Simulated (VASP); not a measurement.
# CdS (Hawleyite) (F-43m) in VASP: notebook

The runs below take CdS (Hawleyite) through relaxation of cell and atoms, with PBEsol, LDA, PBE.

Program: VASP 6.6.1. These are calculated values, not measurements. Logs are shortened: lines on timing, memory, paths and dates and some standing lists are left out, and cuts for length are marked.

## 1. The crystal as given

It takes space group F-43m (No. 216, cubic). The conventional cell has a = 5.837 Å, b = 5.837 Å, c = 5.837 Å, α = 90.00°, β = 90.00°, γ = 90.00°. Around Cd (site symmetry -43m) lie 4 S at 2.53 Å. S (site symmetry -43m) has 4 Cd at 2.53 Å as nearest neighbours.

## 2. Relaxation of cell and atoms, PBEsol

Input file INCAR:

```
SYSTEM = CdS
PREC = Accurate ; ENCUT = 600
EDIFF = 1E-7 ; ISMEAR = 0
SIGMA = 0.03 ; LREAL = .False.
LASPH = .True. ; NELM = 80
ALGO = Normal ; ISIF = 3
LWAVE = .False. ; LCHARG = .False.
GGA = PS ; IBRION = 2
NSW = 90 ; EDIFFG = -0.005
KPAR = 4
```

Input file KPOINTS:

```
regular mesh
0
Gamma
  8 8 8
  0 0 0
```

Input file POSCAR:

```
CdS                                     
1.0
   -0.0000000000      2.9184609114      2.9184609114
    2.9184609114     -0.0000000000      2.9184609114
    2.9184609114      2.9184609114     -0.0000000000
  Cd              S             
     1     1
Direct
     1.0000000000000000    0.0000000000000000    0.0000000000000000
     0.2500000000000000    0.2500000000000000    0.2500000000000000
```

Potentials or basis: VASP PAW PBE potentials, release 64 (Cd, S).

Command:

```sh
$ cat potpaw_PBE.64/Cd/POTCAR potpaw_PBE.64/S/POTCAR > POTCAR
$ mpirun -np 4 vasp_std > vasp.out
```

OUTCAR:

```text
SYSTEM = CdS
   PREC = Accurate
   ENCUT = 600
   EDIFF = 1E-7
   ISMEAR = 0
   LREAL = .False.
   LASPH = .True.
   NELM = 80
   ISIF = 3
   GGA = PS
   IBRION = 2
   NSW = 90
   EDIFFG = -0.005

 ion  position               nearest neighbor table
   1  0.000  0.000  0.000-   2 2.53   2 2.53   2 2.53   2 2.53
   2  0.250  0.250  0.250-   1 2.53   1 2.53   1 2.53   1 2.53

  LATTYP: Found a face centered cubic cell.
 ALAT       =     5.8369218228

  Lattice vectors:

 A1 = (   0.0000000000,   2.9184609114,   2.9184609114)
 A2 = (   2.9184609114,   0.0000000000,   2.9184609114)
 A3 = (   2.9184609114,   2.9184609114,   0.0000000000)

Analysis of symmetry for initial positions (statically):
=====================================================================
 Subroutine PRICEL returns:
 Original cell was already a primitive cell.

 Routine SETGRP: Setting up the symmetry group for a
 face centered cubic supercell.

 Subroutine GETGRP returns: Found 24 space group operations
 (whereof 24 operations were pure point group operations)
 out of a pool of 48 trial point group operations.

The static configuration has the point symmetry T_d .

Analysis of symmetry for dynamics (positions and initial velocities):
=====================================================================
 Subroutine PRICEL returns:
 Original cell was already a primitive cell.

 Routine SETGRP: Setting up the symmetry group for a
 face centered cubic supercell.

 Subroutine GETGRP returns: Found 24 space group operations
 (whereof 24 operations were pure point group operations)
 out of a pool of 48 trial point group operations.

The dynamic configuration has the point symmetry T_d .

 Subroutine INISYM returns: Found 24 space group operations
 (whereof 24 operations are pure point group operations),
 and found     1 'primitive' translations

----------------------------------------------------------------------------------------

                                     Primitive cell

[... 149 lines left out ...]
  Total       -0.0117284     -0.0117284     -0.0117284      0.0000000      0.0000000      0.0000000
  in kB       -0.3779717     -0.3779717     -0.3779717      0.0000000      0.0000000      0.0000000
  external PRESSURE =      -0.3779717 kB  Pullay stress =       0.0000000 kB

 VOLUME and BASIS-vectors are now :
 -----------------------------------------------------------------------------
  energy-cutoff  :      600.00
  volume of cell :       49.72
      direct lattice vectors                 reciprocal lattice vectors
     0.000000000  2.918460911  2.918460911    -0.171323179  0.171323179  0.171323179
     2.918460911  0.000000000  2.918460911     0.171323179 -0.171323179  0.171323179
     2.918460911  2.918460911  0.000000000     0.171323179  0.171323179 -0.171323179

 POSITION                                       TOTAL-FORCE (eV/Angst)
 -----------------------------------------------------------------------------------
      0.00000      0.00000      0.00000         0.000000      0.000000      0.000000
      1.45923      1.45923      1.45923        -0.000000     -0.000000     -0.000000
 -----------------------------------------------------------------------------------
    total drift:                               -0.000000     -0.000000     -0.000000

  FREE ENERGIE OF THE ION-ELECTRON SYSTEM (eV)
  ---------------------------------------------------
  free  energy   TOTEN  =        -6.8137157566 eV

  energy  without entropy=       -6.8137157566  energy(sigma->0) =       -6.81371576

--------------------------------------- Ionic step        2  -------------------------------------------

 number of electron      17.9999999 magnetization

 Free energy of the ion-electron system (eV)
  ---------------------------------------------------
  ext. energy  EPLUGINS =         0.00000000
  ---------------------------------------------------
  free energy    TOTEN  =        -6.81371894 eV

  energy without entropy =       -6.81371894  energy(sigma->0) =       -6.81371894

 E-fermi :   1.3641     XC(G=0):  -9.3726

 val. band max:        1.2015037110   @ k =   0.0000   0.0000   0.0000
 cond. band min:       2.2075138383   @ k =   0.0000   0.0000   0.0000
 fundamental gap:      1.0060101273
 Fermi energy:         1.3641362276

 k-point     1 :       0.0000    0.0000    0.0000
  band No.  band energies     occupation
      1     -11.1756      2.00000
      2      -6.5235      2.00000
      3      -6.5235      2.00000
      4      -6.5235      2.00000
      5      -6.0370      2.00000
      6      -6.0370      2.00000
      7       1.2015      2.00000
      8       1.2015      2.00000
      9       1.2015      2.00000
     10       2.2075      0.00000
     11       7.6467      0.00000
     12       7.6467      0.00000
     13       7.6467      0.00000
[... 354 lines left out ...]
  band No.  band energies     occupation
      1     -10.6717      2.00000
      2      -6.3590      2.00000
      3      -6.3195      2.00000
      4      -6.0648      2.00000
      5      -6.0104      2.00000
      6      -5.5414      2.00000
      7      -2.9775      2.00000
      8      -0.7718      2.00000
      9      -0.0393      2.00000
     10       5.4887      0.00000
     11       6.8903      0.00000
     12       8.3200      0.00000
     13       9.4624      0.00000

 [... further k-points ...]
[... 5 lines left out ...]
  --------------------------------------------------------------------------------------
  -------------------------------------------------------------------------------------
  Total        0.0043426      0.0043426      0.0043426     -0.0000000      0.0000000      0.0000000
  in kB        0.1400661      0.1400661      0.1400661     -0.0000000      0.0000000      0.0000000
  external PRESSURE =       0.1400661 kB  Pullay stress =       0.0000000 kB

 VOLUME and BASIS-vectors are now :
 -----------------------------------------------------------------------------
  energy-cutoff  :      600.00
  volume of cell :       49.67
      direct lattice vectors                 reciprocal lattice vectors
    -0.000000000  2.917635262  2.917635262    -0.171371661  0.171371661  0.171371661
     2.917635262  0.000000000  2.917635262     0.171371661 -0.171371661  0.171371661
     2.917635262  2.917635262  0.000000000     0.171371661  0.171371661 -0.171371661

 POSITION                                       TOTAL-FORCE (eV/Angst)
 -----------------------------------------------------------------------------------
      2.91764      2.91764      0.00000         0.000000      0.000000      0.000000
      1.45882      1.45882      1.45882        -0.000000     -0.000000     -0.000000
 -----------------------------------------------------------------------------------
    total drift:                               -0.000000     -0.000000     -0.000000

  FREE ENERGIE OF THE ION-ELECTRON SYSTEM (eV)
  ---------------------------------------------------
  free  energy   TOTEN  =        -6.8137189449 eV

  energy  without entropy=       -6.8137189449  energy(sigma->0) =       -6.81371894

 reached required accuracy - stopping structural energy minimisation
```

OSZICAR:

```text
N       E                     dE             d eps       ncg     rms          rms(c)
DAV:   1     0.117319772872E+03    0.11732E+03   -0.10075E+04   770   0.143E+03
DAV:   2    -0.190771491995E+01   -0.11923E+03   -0.11345E+03   849   0.309E+02
DAV:   3    -0.727238363976E+01   -0.53647E+01   -0.53477E+01   894   0.676E+01
[... 15 lines left out ...]
DAV:   2    -0.681372928100E+01    0.11209E-03   -0.27772E-04   829   0.279E-01    0.299E-02
DAV:   3    -0.681371856746E+01    0.10714E-04   -0.32084E-05   814   0.690E-02    0.247E-02
DAV:   4    -0.681371862392E+01   -0.56463E-07   -0.18464E-06   769   0.161E-02    0.487E-03
DAV:   5    -0.681371887758E+01   -0.25366E-06   -0.36101E-07   694   0.100E-02    0.152E-03
DAV:   6    -0.681371894492E+01   -0.67341E-07   -0.51984E-08   392   0.315E-03
   2 F= -.68137189E+01 E0= -.68137189E+01  d E =-.318829E-05
```

CONTCAR:

```text
CdS
   1.00000000000000
    -0.0000000000000000    2.9176352623744894    2.9176352623744894
     2.9176352623744894    0.0000000000000000    2.9176352623744894
     2.9176352623744894    2.9176352623744894    0.0000000000000000
  Cd              S
     1     1
Direct
     0.0000000000000000    0.0000000000000000    1.0000000000000000
     0.2500000000000000    0.2500000000000000    0.2500000000000000

  0.00000000E+00  0.00000000E+00  0.00000000E+00
  0.00000000E+00  0.00000000E+00  0.00000000E+00
```

Wall time 15 s (4 MPI ranks of Intel Xeon Platinum 8488C (Sapphire Rapids), shared host); peak memory 0.21 GiB.

What came out:

- Free energy: -6.8137 eV
- Relaxed volume: 24.84 Å³/atom
- Relaxed cell: a = 4.126 Å, b = 4.126 Å, c = 4.126 Å, α = 60.00°, β = 60.00°, γ = 60.00°
- Space group after relaxing (to 0.05 Å): F-43m (No. 216)
- Energy gained by relaxing: 0.0 meV/atom
- Ionic steps: 2
- Pressure after relaxing: 0.0 GPa
- Band gap on the k mesh: 1.01 eV, direct

Final structure:
```
Cd S
1.0
     0.00000    2.91764    2.91764
     2.91764    0.00000    2.91764
     2.91764    2.91764    0.00000
Cd S
1 1
Cartesian
  2.9176 2.9176 0.0000
  1.4588 1.4588 1.4588
```

Caveat: the PAW data sets were made with another functional, which shifts forces and pressure a little.

## 3. Relaxation of cell and atoms, LDA

This run uses another cell than the first one, of 24.81 Å³/atom, 0.998 times its volume.

Input file INCAR:

```
SYSTEM = CdS
  PREC = Accurate
  ENCUT = 600
  EDIFF = 1E-6
  ISMEAR = 0
  SIGMA = 0.03
  LREAL = .FALSE.
  LASPH = .TRUE.
  NELM = 80
  ALGO = Normal
  ISIF = 3
  LWAVE = .FALSE.
  LCHARG = .FALSE.
  GGA = CA
  IBRION = 2
  NSW = 90
  EDIFFG = -0.01
```

Input file KPOINTS:

```
regular mesh
0
G
  8 8 8
  0 0 0
```

Input file POSCAR:

```
CdS
1.0
    0.0000000000      2.9165000000      2.9165000000
    2.9165000000      0.0000000000      2.9165000000
    2.9165000000      2.9165000000      0.0000000000
Cd S
1 1
Direct
    0.0000000000      0.0000000000      0.0000000000
    0.2500000000      0.2500000000      0.2500000000
```

Potentials or basis: VASP PAW LDA potentials, release 64 (Cd, S).

Command:

```sh
$ cat potpaw_LDA.64/Cd/POTCAR potpaw_LDA.64/S/POTCAR > POTCAR
$ mpirun -np 1 vasp_std > vasp.out
```

Wall time 20 s (1 thread of Intel Xeon 6975P-C (Granite Rapids), shared host); peak memory 0.19 GiB.

Results (log left out):

- Free energy: -7.4079 eV
- Relaxed volume: 24.02 Å³/atom
- Relaxed cell: a = 4.081 Å, b = 4.081 Å, c = 4.081 Å, α = 60.00°, β = 60.00°, γ = 60.00°
- Space group after relaxing (to 0.05 Å): F-43m (No. 216)
- Energy gained by relaxing: 5.1 meV/atom
- Ionic steps: 3
- Pressure after relaxing: 0.0 GPa
- Band gap on the k mesh: 0.96 eV, direct

The path:
| step | energy change (eV) | largest force (eV/Å) | pressure (GPa) | volume (Å³) |
| --- | --- | --- | --- | --- |
| 1 | 0.0000 | 0.0000 | -2.02 | 49.62 |
| 2 | -0.0083 | 0.0000 | 0.91 | 47.41 |
| 3 | -0.0102 | 0.0000 | -0.02 | 48.04 |

Final structure:
```cif
data_structure
_symmetry_space_group_name_H-M 'P 1'
_symmetry_Int_Tables_number 1
_cell_length_a 4.0806
_cell_length_b 4.0806
_cell_length_c 4.0806
_cell_angle_alpha 60.000
_cell_angle_beta 60.000
_cell_angle_gamma 60.000
_cell_volume 48.04
loop_
_atom_site_label
_atom_site_type_symbol
_atom_site_fract_x
_atom_site_fract_y
_atom_site_fract_z
_atom_site_occupancy
Cd1 Cd 0.00000 0.00000 0.00000 1
S1 S 0.25000 0.25000 0.25000 1
```

Levels at points of the mesh, in eV from the valence-band top:
| k point | band 7 | band 8 | band 9 | band 10 | band 11 | band 12 |
| --- | --- | --- | --- | --- | --- | --- |
| (0.00, 0.00, 0.00) | 0.00 | 0.00 | 0.00 | 0.96 | 6.35 | 6.35 |
| (0.50, 0.00, 0.00) | -4.72 | -0.82 | -0.82 | 2.83 | 6.84 | 6.84 |
| (0.50, 0.50, 0.00) | -4.20 | -2.04 | -2.04 | 3.25 | 4.20 | 9.10 |

As with any semilocal functional, this LDA gap is likely too small. LDA usually gives volumes a few per cent too small.

## 4. Relaxation of cell and atoms, LDA

This run uses another cell than the first one, of 24.02 Å³/atom, 0.966 times its volume.

INCAR, as its differences from that of step 3:

```diff
@@ -3,3 +3,3 @@
   ENCUT = 600
-  EDIFF = 1E-6
+  EDIFF = 1E-7
   ISMEAR = 0
@@ -16,2 +16,2 @@
   NSW = 90
-  EDIFFG = -0.01
+  EDIFFG = -0.005
```

KPOINTS is that of step 3.

Input file POSCAR:

```
CdS                                     
1.0
    0.0000000000      2.8853930028      2.8853930028
    2.8853930028     -0.0000000000      2.8853930028
    2.8853930028      2.8853930028      0.0000000000
  Cd              S             
     1     1
Direct
     0.0000000000000000    0.0000000000000000    0.0000000000000000
     0.2500000000000000    0.2500000000000000    0.2500000000000000
```

Command:

```sh
$ cat potpaw_LDA.64/Cd/POTCAR potpaw_LDA.64/S/POTCAR > POTCAR
$ mpirun -np 1 vasp_std > vasp.out
```

It took 10 s on 1 thread of Intel Xeon 6975P-C (Granite Rapids), shared host; peak memory 0.18 GiB.

It converged, with:

```yaml
Free_energy: -7.4073 eV
Pressure_after_relaxing: 0.0 GPa
Band_gap_on_the_k_mesh: 0.96 eV, direct
```

Final structure:
```yaml
crystal:
  lattice:
    - [0.00000, 2.88539, 2.88539]
    - [2.88539, 0.00000, 2.88539]
    - [2.88539, 2.88539, 0.00000]
  atoms:
    - { symbol: Cd, position: [0.00000, 0.00000, 0.00000] }
    - { symbol: S, position: [0.25000, 0.25000, 0.25000] }
```

Levels at points of the mesh, in eV from the valence-band top:
```csv
k point,band 5,band 6,band 7,band 8,band 9,band 10,band 11,band 12,band 13
"(0.00, 0.00, 0.00)",-7.38,-7.38,0.00,0.00,0.00,0.96,6.35,6.35,6.35
"(0.50, 0.00, 0.00)",-7.34,-6.96,-4.72,-0.82,-0.82,2.83,6.84,6.84,7.32
"(0.50, 0.50, 0.00)",-7.28,-6.90,-4.20,-2.04,-2.04,3.25,4.20,9.10,10.74
```

Caveat: the relaxation stopped at its first step, so nothing moved. Expect the measured gap to be larger: semilocal functionals such as LDA lack the derivative discontinuity.

## 5. Relaxation of cell and atoms, PBE

This run uses another cell than the first one, of 24.81 Å³/atom, 0.998 times its volume.

Input file INCAR:

```
PREC = Accurate
ENCUT = 600
EDIFF = 1E-6
ISMEAR = 0
SIGMA = 0.03
LREAL = F
LASPH = T
NELM = 80
ALGO = Normal
ISIF = 3
LWAVE = F
LCHARG = F
GGA = PE
IBRION = 2
NSW = 90
EDIFFG = -0.01
```

Input file KPOINTS:

```
regular mesh
0
Gamma
  8 8 8
```

Input file POSCAR:

```
CdS
1.0
    0.0000000000      2.9165000000      2.9165000000
    2.9165000000      0.0000000000      2.9165000000
    2.9165000000      2.9165000000      0.0000000000
Cd S
1 1
Direct
    0.0000000000      0.0000000000      0.0000000000
    0.2500000000      0.2500000000      0.2500000000
```

Potentials or basis: VASP PAW PBE potentials, release 64 (Cd, S).

Command:

```sh
$ cat potpaw_PBE.64/Cd/POTCAR potpaw_PBE.64/S/POTCAR > POTCAR
$ mpirun -np 1 vasp_std > vasp.out
```

Wall time 26 s (1 thread of Intel Xeon 6975P-C (Granite Rapids), shared host); peak memory 0.22 GiB.

The run converged. Its results:

| Property | Result |
| --- | --- |
| Free energy | -6.1464 eV |
| Relaxed volume | 26.15 Å³/atom |
| Relaxed cell | a = 4.197 Å, b = 4.197 Å, c = 4.197 Å, α = 60.00°, β = 60.00°, γ = 60.00° |
| Space group after relaxing (to 0.05 Å) | F-43m (No. 216) |
| Energy gained by relaxing | 12.6 meV/atom |
| Ionic steps | 3 |
| Pressure after relaxing | 0.0 GPa |
| Band gap on the k mesh | 1.03 eV, direct |

Step by step:
| step | energy change (eV) | largest force (eV/Å) | pressure (GPa) | volume (Å³) |
| --- | --- | --- | --- | --- |
| 1 | 0.0000 | 0.0000 | 3.18 | 49.62 |
| 2 | -0.0226 | 0.0000 | -0.91 | 53.23 |
| 3 | -0.0253 | 0.0000 | 0.03 | 52.29 |

Final structure:
```cif
data_structure
_symmetry_space_group_name_H-M 'P 1'
_symmetry_Int_Tables_number 1
_cell_length_a 4.1974
_cell_length_b 4.1974
_cell_length_c 4.1974
_cell_angle_alpha 60.000
_cell_angle_beta 60.000
_cell_angle_gamma 60.000
_cell_volume 52.29
loop_
_atom_site_label
_atom_site_type_symbol
_atom_site_fract_x
_atom_site_fract_y
_atom_site_fract_z
_atom_site_occupancy
Cd1 Cd 0.00000 0.00000 0.00000 1
S1 S 0.25000 0.25000 0.25000 1
```

Levels at points of the mesh, in eV from the valence-band top:
```csv
k point,band 5,band 6,band 7,band 8,band 9,band 10,band 11,band 12,band 13
"(0.00, 0.00, 0.00)",-7.14,-7.14,0.00,0.00,0.00,1.03,6.55,6.55,6.55
"(0.50, 0.00, 0.00)",-7.11,-6.81,-4.09,-0.68,-0.68,2.93,7.00,7.00,7.32
"(0.50, 0.50, 0.00)",-7.07,-6.75,-3.73,-1.70,-1.70,3.64,4.28,9.02,10.47
```

(Part 1 of 2 ends here.)
